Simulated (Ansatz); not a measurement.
# Ga2O3 (C2/m) in Ansatz: settings compared

Aim: see how the results for Ga2O3 move with the level of theory and the settings. Levels: LDA, PBEsol+D3(BJ), PBE. Tasks: relaxation of cell and atoms, single point.

All numbers are computed with Ansatz 0.2.0; they aren't measurements. Logs are shortened: lines on timing, memory, paths and dates and some standing lists are left out, and cuts for length are marked.

### 1 The crystal as given

It takes space group C2/m (No. 12, monoclinic). The conventional cell has a = 12.214 Å, b = 3.037 Å, c = 5.798 Å, α = 90.00°, β = 103.83°, γ = 90.00°. Ga (site symmetry m) has 6 O at 1.94 to 2.07 Å as nearest neighbours. Ga (site symmetry m) is surrounded by 4 O at 1.83 to 1.86 Å. O (site symmetry m) has 3 Ga at 1.83 to 1.94 Å as nearest neighbours. O (site symmetry m) has 4 Ga at 1.86 to 2.07 Å as nearest neighbours. Around O (site symmetry m) lie 3 Ga at 1.83 to 1.94 Å.

### 2 Relaxation of cell and atoms, LDA

input.yaml reads:

```yaml
crystal:
  lattice:
    - [6.107, -1.51855, 0.0]
    - [6.107, 1.51855, 0.0]
    - [-1.3859888959, 0.0, 5.630008738]
  atoms:
    - { symbol: Ga, position: [0.34134, 0.34134, 0.68598] }
    - { symbol: Ga, position: [0.65866, 0.65866, 0.31402] }
    - { symbol: Ga, position: [0.9095, 0.9095, 0.2054] }
    - { symbol: Ga, position: [0.0905, 0.0905, 0.7946] }
    - { symbol: O, position: [0.5041, 0.5041, 0.7434] }
    - { symbol: O, position: [0.4959, 0.4959, 0.2566] }
    - { symbol: O, position: [0.8267, 0.8267, 0.4368] }
    - { symbol: O, position: [0.1733, 0.1733, 0.5632] }
    - { symbol: O, position: [0.8355, 0.8355, 0.8902] }
    - { symbol: O, position: [0.1645, 0.1645, 0.1098] }
hamiltonian:
  xc: lda
  pseudopotentials: { kind: paw }
kpoints:
  mp_grid: { grid: [9, 9, 5] }
scf:
  occupations: { method: fermi_dirac, width: 0.05 }
output:
  forces: true
  stress: true
  eigenvalues: true
relax:
  f_tol: 0.01
  max_steps: 40
  cell: { stress_tol: 0.05 }
```

Potentials or basis: Ansatz PAW.

The run is started by

```console
> ansatz run input.yaml --threads 4 --pin off --max-ram 11264MiB --backend cpu --events-out ev --progress --plain --runs-dir out
```

Output:

```text
Warning: RAYON_NUM_THREADS=4 ignored (pool sized by the plan → 4); use --threads N
basis.fft_grid_basis auto: the FFT boxes are laid along the combinations [[1, -1, 0], [0, 1, 0], [0, 0, 1]] of the cell's own vectors, 3.037, 6.293 and 5.798 Å long. The dense box has 24×45×40 points. Along the cell's own vectors, as sized, it would have 45×45×40, 1.88 times as many. Of the 4 symmetry operations that the crystal satisfies within crystal.symmetry.tolerance (time reversal apart; of a slab, those that keep its plane) the dense box along the cell's own vectors carries 4, and the one as laid loses 2 of those. basis.fft_grid_basis: typed keeps the cell's own vectors: state it where this run's energies or levels are differenced outside the engine with another run's, or held beside a run that keeps those vectors.
Engine: ansatz 0.2.0, aarch64-unknown-linux-gnu
Pseudopotentials: kind: paw
Pseudopotential: Ga, paw, valence charge 13, recommended cutoff 420 eV (normal), Ga.paw.azcp
Pseudopotential: O, paw, valence charge 6, recommended cutoff 420 eV (normal), O.paw.azcp
Functional definition: SPW92
  exchange = slater_x
  correlation = pw_c
Crystal: 10 atoms, lattice volume = 104.423 Å³
Basis set: ecut = 420 eV, 2037 PW (Γ), FFT grids on a1−a2, a2, a3
Bands: 54, of which v1, the nominal top of the filled ones, is band 44 counted from 1 (43 counted from 0)
Symmetry: 4 space group operations
Space group: C2/m (ITA 12), of the structure as read, at distance tolerance 4.7e-5 Å
k-points: 115 of 405
Non-local potential: Ga, projectors of the file, l = 0: 2, l = 1: 2, l = 2: 3, l = 3: 1
Non-local potential: O, projectors of the file, l = 0: 2, l = 1: 2, l = 2: 1
PAW form: soft (Blöchl's): semilocal exchange-correlation on the pseudo side does not see the compensation charge
PAW frozen core: Ga, regenerated for the run's functional, and the local potential with it (the file was generated under x = pbe(κ = 0.804, μ = 0.2195149727645171), c = pbe(β = 0.06672455060314922))
PAW frozen core: O, regenerated for the run's functional, and the local potential with it (the file was generated under x = pbe(κ = 0.804, μ = 0.2195149727645171), c = pbe(β = 0.06672455060314922))
PAW one-centre angular grid: Ga, 590 points (default); XC on 64 Gauss nodes
PAW one-centre angular grid: O, 110 points (default); XC on 64 Gauss nodes
Initial density: superposition of atomic densities (neutral atoms: chi_scale 0, normalization atom), corrected by the library's trained network
[... 124 lines left out ...]
  atom   2  Ga     0.00008229     0.00000000    -0.00008691
  atom   3  Ga    -0.00013526     0.00000000    -0.00019089
  atom   4  Ga     0.00013526     0.00000000     0.00019089
  atom   5  O      0.00000693     0.00000000     0.00018123
  atom   6  O     -0.00000693     0.00000000    -0.00018123
  atom   7  O      0.00012578     0.00000000     0.00003922
  atom   8  O     -0.00012578     0.00000000    -0.00003922
  atom   9  O     -0.00011463     0.00000000     0.00018997
  atom  10  O      0.00011463     0.00000000    -0.00018997
  max |Σ_I F_I| component: 2.71e-20 eV/Å
--- Stress (GPa, compression-positive) ---
       -0.011399       0.000000      -0.000135
        0.000000      -0.008217       0.000000
       -0.000135       0.000000      -0.014638
  P = ⅓ Tr σ = -0.0114 GPa (-0.114 kbar)
--- Band table (eV; the first three rows and the last of 115) ---
  k-point 0: bands = ["-10.7636", "-9.4832", "-9.4696", "-9.3674", "-8.8380", "-8.8379", "-4.8925", "-4.8546", "-4.8486", "-4.8031", "-4.6586", "-4.6439", "-4.6432", "-4.6282", "-4.5745", "-4.4375", "-4.4259", "-4.4245", "-4.3780", "-4.3598", "-4.3384", "-4.3378", "-4.2763", "-4.1805", "-4.0073", "-3.9703", "0.9219", "2.0303", "3.2956", "3.8067", "4.4809", "5.3975", "5.4519", "5.8513", "6.0957", "6.2126", "6.4308", "6.5101", "7.1633", "7.4527", "7.4582", "7.6377", "7.8498", "8.1308", "10.6474", "13.8360", "14.7956", "14.9573", "15.8678", "16.8832", "17.5374", "17.5380", "19.2859", "20.4296"]
  k-point 1: bands = ["-10.6872", "-9.6435", "-9.4718", "-9.2958", "-8.9080", "-8.7848", "-4.8801", "-4.8560", "-4.8497", "-4.8010", "-4.7367", "-4.6673", "-4.6304", "-4.6101", "-4.5605", "-4.4548", "-4.4428", "-4.4224", "-4.4095", "-4.3458", "-4.3367", "-4.3256", "-4.2750", "-4.1502", "-4.1139", "-3.7949", "1.1067", "2.2162", "3.0719", "3.8569", "4.5682", "5.3769", "5.6359", "5.7668", "6.0408", "6.1142", "6.2867", "6.5018", "6.9645", "7.3881", "7.4687", "7.5515", "7.7248", "7.8884", "11.2917", "14.0101", "14.7607", "14.9919", "15.7139", "16.7861", "17.2989", "17.9020", "19.6226", "20.5424"]
  k-point 2: bands = ["-10.5105", "-9.9015", "-9.4831", "-9.2150", "-8.9504", "-8.7807", "-4.8575", "-4.8528", "-4.8520", "-4.8120", "-4.7866", "-4.7369", "-4.6016", "-4.5684", "-4.5623", "-4.4893", "-4.4828", "-4.4290", "-4.4015", "-4.3706", "-4.3344", "-4.2890", "-4.2732", "-4.1801", "-4.1026", "-3.6530", "1.6259", "2.3167", "2.8307", "3.7659", "4.8304", "5.3796", "5.4673", "5.8451", "6.0068", "6.0621", "6.1985", "6.5207", "6.6306", "6.7899", "7.4628", "7.4859", "7.6381", "7.8439", "12.4653", "13.5855", "14.8635", "15.2465", "15.8048", "16.0678", "17.8208", "18.0351", "19.8628", "19.9315"]
  k-point 114: bands = ["-10.2515", "-9.8368", "-9.5967", "-9.2474", "-9.0117", "-8.7371", "-4.8803", "-4.8550", "-4.8123", "-4.8047", "-4.7619", "-4.7449", "-4.6394", "-4.6027", "-4.5691", "-4.5373", "-4.5144", "-4.4997", "-4.4011", "-4.3806", "-4.3396", "-4.3102", "-4.2801", "-4.2077", "-3.6637", "-3.4314", "2.0627", "2.4429", "3.0109", "3.4788", "4.3084", "4.5653", "5.0574", "5.2101", "5.4950", "5.6739", "6.1035", "6.5627", "7.0166", "7.0594", "7.3524", "7.5671", "7.6032", "8.1421", "13.5344", "13.9763", "14.5926", "15.0489", "15.4929", "16.2348", "18.0244", "18.4355", "19.6273", "19.9989"]
--- Relaxed structure (7 steps of the walk, 7 accepted, 2 SCFs on fresh bases) ---
  F+E_penalty+E_count = -18163.90358351 eV   max|allowed force component| = 1.909e-4 eV/Å   (the final SCF, on the basis selected at the relaxed cell)
  cell:  # Å, volume = 102.2203 Å³
    - [6.0673613077781825, -1.5078984453118427, 0.005623317949654708]
    - [6.0673613077781825, 1.5078984453118427, 0.005623317949654717]
    - [-1.3718087556575655, 1.4934553304380813e-17, 5.585169238868964]
  atoms:
    - { symbol: Ga, position: [0.3411121387421106, 0.3411121387421106, 0.6856987445438055] }
    - { symbol: Ga, position: [0.6588878612578893, 0.6588878612578893, 0.31430125545619453] }
    - { symbol: Ga, position: [0.9093046951675272, 0.9093046951675272, 0.20494223166605657] }
    - { symbol: Ga, position: [0.0906953048324727, 0.0906953048324727, 0.7950577683339431] }
    - { symbol: O, position: [0.5035723495176776, 0.5035723495176776, 0.7442044656867765] }
    - { symbol: O, position: [0.4964276504823223, 0.4964276504823223, 0.2557955343132233] }
    - { symbol: O, position: [0.8269204962841046, 0.8269204962841046, 0.43780164496974] }
    - { symbol: O, position: [0.17307950371589517, 0.17307950371589517, 0.5621983550302598] }
    - { symbol: O, position: [0.8343086465963641, 0.8343086465963641, 0.8906511642454858] }
    - { symbol: O, position: [0.1656913534036359, 0.1656913534036359, 0.10934883575451422] }
```

It took 74 s on 4 threads of Arm Neoverse V2, shared host; peak memory 0.76 GiB.

What came out:

```
Free energy                            : -18163.9036 eV
Relaxed volume                         : 10.22 Å³/atom
Relaxed cell                           : a = 6.252 Å, b = 6.252 Å, c = 5.751 Å, α = 103.33°, β = 103.33°, γ = 27.91°
Space group after relaxing (to 0.05 Å) : C2/m (No. 12)
Energy gained by relaxing              : 2.8 meV/atom
Ionic steps                            : 9
Pressure after relaxing                : 0.0 GPa
Band gap on the k mesh                 : 2.51 eV, indirect (least direct gap 2.52 eV)
```

The path:
| step | energy change (eV) | largest force (eV/Å) | volume (Å³) |
| --- | --- | --- | --- |
| 1 | 0.0000 | 0.0881 | 104.42 |
| 2 | -0.0310 | 0.0739 | 103.10 |
| 3 | -0.0404 | 0.0276 | 102.29 |
| 4 | -0.0403 | 0.0190 | 102.31 |
| 5 | -0.0404 | 0.0174 | 102.31 |
| 6 | -0.0404 | 0.0011 | 102.32 |
| 7 | -0.0278 | 0.0008 | 102.32 |
| 8 | -0.0285 | 0.0002 | 102.22 |
| 9 | -0.0279 | 0.0002 | 102.22 |

Final structure:
```xyz
10
Lattice="6.0674 -1.5079 0.0056 6.0674 1.5079 0.0056 -1.3718 0.0000 5.5852" Properties=species:S:1:pos:R:3 pbc="T T T"
Ga    3.1987    0.0000    3.8336
Ga    7.5643    0.0000    1.7628
Ga   10.7530    0.0000    1.1549
Ga    0.0099    0.0000    4.4416
O     5.0898    0.0000    4.1622
O     5.6731    0.0000    1.4342
O     9.4339    0.0000    2.4545
O     1.3290    0.0000    3.1419
O     8.9023    0.0000    4.9838
O     1.8606    0.0000    0.6126
```

Levels at points of the mesh, in eV from the valence-band top:
| k point | band 42 | band 43 | band 44 | band 45 | band 46 | band 47 |
| --- | --- | --- | --- | --- | --- | --- |
| (0.00, 0.00, 0.00) | -0.50 | -0.29 | -0.01 | 2.51 | 5.69 | 6.65 |

Caveat: odd divisions of the mesh miss points on the zone boundary, where band edges often lie, so the gap on the mesh can be too wide; the plane-wave basis is chosen anew once the cell has moved, so the energies of steps on either side of that aren't comparable; the pressure holds a Pulay correction of +1.0 GPa for the finite cutoff; the PAW data sets come from PBE, with cores solved anew for the run's functional, which leaves a small shift of forces and pressure.

### 3 Relaxation of cell and atoms, PBEsol+D3(BJ)

input.yaml: that of step 2 with these lines changed.

```diff
@@ -17,4 +17,5 @@
 hamiltonian:
-  xc: lda
+  xc: pbesol
   pseudopotentials: { kind: paw }
+  dispersion: d3bj
 kpoints:
@@ -27,2 +28,6 @@
   eigenvalues: true
+  write_density: true
+  write_potential: true
+  elf: true
+  volumetric_format: npy
 relax:
```

Potentials or basis: Ansatz PAW.

The run is started by

```console
> ansatz run input.yaml --threads 4 --pin off --max-ram 11264MiB --backend cpu --events-out ev --progress --plain --runs-dir out
```

Run time: 75 s. Hardware: 4 threads of Arm Neoverse V2, shared host; peak memory 0.78 GiB.

The run converged. Its results:

| Item | Value |
| --- | --- |
| Free energy | -18343.5145 eV |
| Relaxed volume | 10.40 Å³/atom |
| Relaxed cell | a = 6.282 Å, b = 6.282 Å, c = 5.787 Å, α = 103.30°, β = 103.30°, γ = 27.95° |
| Space group after relaxing (to 0.05 Å) | C2/m (No. 12) |
| Energy gained by relaxing | 0.5 meV/atom |
| Ionic steps | 8 |
| Pressure after relaxing | 0.0 GPa |
| Band gap on the k mesh | 2.35 eV, indirect (least direct gap 2.36 eV) |

The path:
```
step  energy change (eV)  largest force (eV/Å)  volume (Å³)
   1              0.0000                0.1189       104.42
   2             -0.0050                0.0763       104.15
   3             -0.0068                0.0339       104.02
   4             -0.0071                0.0136       104.00
   5             -0.0073                0.0037       103.99
   6             -0.0051                0.0036       103.99
   7             -0.0051                0.0008       103.98
   8             -0.0050                0.0008       103.98
```

Final structure:
```xyz
10
Lattice="6.0956 -1.5170 0.0060 6.0956 1.5170 0.0060 -1.3779 0.0000 5.6210" Properties=species:S:1:pos:R:3 pbc="T T T"
Ga    3.2121    0.0000    3.8587
Ga    7.6012    0.0000    1.7742
Ga   10.7998    0.0000    1.1579
Ga    0.0135    0.0000    4.4750
O     5.1137    0.0000    4.1951
O     5.6996    0.0000    1.4378
O     9.4815    0.0000    2.4753
O     1.3318    0.0000    3.1576
O     8.9263    0.0000    5.0149
O     1.8870    0.0000    0.6180
```

Levels at points of the mesh, in eV from the valence-band top:
```csv
k point,band 40,band 41,band 42,band 43,band 44,band 45,band 46,band 47,band 48,band 49
"(0.00, 0.00, 0.00)",-0.68,-0.68,-0.50,-0.29,-0.01,2.35,5.63,6.63,6.73,7.67
```

Caveat: odd divisions of the mesh miss points on the zone boundary, where band edges often lie, so the gap on the mesh can be too wide; the plane-wave basis is chosen anew once the cell has moved, so the energies of steps on either side of that aren't comparable; the pressure holds a Pulay correction of +0.8 GPa for the finite cutoff; the PAW data sets come from PBE, with cores solved anew for the run's functional, which leaves a small shift of forces and pressure. A k mesh can miss the band edges.

### 4 Single point, PBE

input.yaml: that of step 3 with these lines changed.

```diff
@@ -17,5 +17,4 @@
 hamiltonian:
-  xc: pbesol
+  xc: pbe
   pseudopotentials: { kind: paw }
-  dispersion: d3bj
 kpoints:
@@ -24,2 +23,4 @@
   occupations: { method: fermi_dirac, width: 0.05 }
+basis:
+  ecutwfc: "250 eV"
 output:
@@ -28,9 +29 @@
   eigenvalues: true
-  write_density: true
-  write_potential: true
-  elf: true
-  volumetric_format: npy
-relax:
-  f_tol: 0.01
-  max_steps: 40
-  cell: { stress_tol: 0.05 }
```

The run is started by

```console
> ansatz run input.yaml --threads 4 --pin off --max-ram 11264MiB --backend cpu --events-out ev --progress --plain --runs-dir out
```

Run time: 4.4 s. Hardware: 4 threads of Arm Neoverse V2, shared host; peak memory 0.52 GiB.

Results (log left out):

```yaml
Free_energy: -18523.8766 eV
Pressure: 16.9 GPa
Largest_force: 0.824 eV/Å
Band_gap_on_the_k_mesh: 2.23 eV, indirect (least direct gap 2.31 eV)
```

Forces on the atoms (eV/Å):
```
Ga  -0.049  0.000 -0.653
Ga   0.049  0.000  0.653
Ga  -0.269  0.000 -0.075
Ga   0.269  0.000  0.075
O   -0.786  0.000 -0.245
O    0.786  0.000  0.245
O   -0.242  0.000  0.592
O    0.242  0.000 -0.592
O   -0.480  0.000 -0.265
O    0.480  0.000  0.265
```

Stress tensor (GPa, compression positive):
```
16.46  0.00 -0.52
 0.00 17.34  0.00
-0.52  0.00 17.02
```

Levels at points of the mesh, in eV from the valence-band top:
```csv
k point,band 42,band 43,band 44,band 45,band 46,band 47
"(0.00, 0.00, 0.00)",-0.46,-0.23,-0.07,2.23,5.65,6.73
```

Caveat: odd divisions of the mesh miss points on the zone boundary, where band edges often lie, so the gap on the mesh can be too wide; so large a pressure means that the cell lies far from this level's equilibrium, or that cutoff or potentials fall short; the pressure holds a Pulay correction of +132.9 GPa for the finite cutoff; the cutoff lies under the one recommended for these potentials.

### 5 Single point, PBE

input.yaml: that of step 4 with these lines changed.

```diff
@@ -20,7 +20,5 @@
 kpoints:
-  mp_grid: { grid: [9, 9, 5] }
+  mp_grid: { grid: [5, 5, 3] }
 scf:
   occupations: { method: fermi_dirac, width: 0.05 }
-basis:
-  ecutwfc: "250 eV"
 output:
```

The run is started by

```console
> ansatz run input.yaml --threads 4 --pin off --max-ram 11264MiB --backend cpu --events-out ev --progress --plain --runs-dir out
```

Wall time 2 s (4 threads of Arm Neoverse V2, shared host); peak memory 0.48 GiB.

The run converged. Its results:

```
Free energy            : -18539.9679 eV
Pressure               : 9.5 GPa
Largest force          : 0.218 eV/Å
Band gap on the k mesh : 2.45 eV, direct
```

Forces on the atoms (eV/Å):
```
Ga   0.020  0.000 -0.066
Ga  -0.020  0.000  0.066
Ga  -0.107  0.000 -0.062
Ga   0.107  0.000  0.062
O   -0.167  0.000 -0.052
O    0.167  0.000  0.052
O    0.016  0.000  0.052
O   -0.016  0.000 -0.052
O   -0.204  0.000  0.078
O    0.204  0.000 -0.078
```

Stress tensor (GPa, compression positive):
```
 9.33  0.00  0.14
 0.00 10.24  0.00
 0.14  0.00  9.07
```

Levels at points of the mesh, in eV from the valence-band top:
| k point | band 42 | band 43 | band 44 | band 45 | band 46 | band 47 |
| --- | --- | --- | --- | --- | --- | --- |
| (0.00, 0.00, 0.00) | -0.45 | -0.26 | 0.00 | 2.45 | 5.76 | 6.79 |

Caveat: the k mesh is coarse (spacing up to 0.43 Å⁻¹), so the values aren't converged; odd divisions of the mesh miss points on the zone boundary, where band edges often lie, so the gap on the mesh can be too wide; the pressure holds a Pulay correction of +0.8 GPa for the finite cutoff.

### 6 Overview

| task | level | cell | k mesh | cutoff (eV) | mesh quality | gap on the mesh (eV) | pressure (GPa) | relaxed volume (Å³/atom) | largest force (eV/Å) |
| --- | --- | --- | --- | --- | --- | --- | --- | --- | --- |
| relaxation of cell and atoms | LDA | relaxed | 9 × 9 × 5 | 420 | not flagged | 2.51 | 0.0 | 10.22 | - |
| relaxation of cell and atoms | PBEsol+D3(BJ) | relaxed | 9 × 9 × 5 | 420 | not flagged | 2.35 | 0.0 | 10.40 | - |
| single point | PBE | as given | 9 × 9 × 5 | 250 | not flagged | 2.23 | 16.9 | - | 0.82 |
| single point | PBE | as given | 5 × 5 × 3 | 420 | coarse | 2.45 | 9.5 | - | 0.22 |

Alike in all rows: potentials or basis Ansatz PAW; no spin polarisation; smearing fermi-dirac 0.05 eV.

Caveats: some runs use coarse meshes; odd divisions of the mesh miss points on the zone boundary, where band edges often lie, so the gap on the mesh can be too wide; the plane-wave basis is chosen anew once the cell has moved, so the energies of steps on either side of that aren't comparable (some runs); the PAW data sets come from PBE, with cores solved anew for the run's functional, which leaves a small shift of forces and pressure (some runs); so large a pressure means that the cell lies far from this level's equilibrium, or that cutoff or potentials fall short (some runs); the pressure holds a Pulay correction of +132.9 GPa for the finite cutoff (some runs); the cutoff lies under the one recommended for these potentials (some runs).

Absolute energies hang on the potentials; compare differences alone.
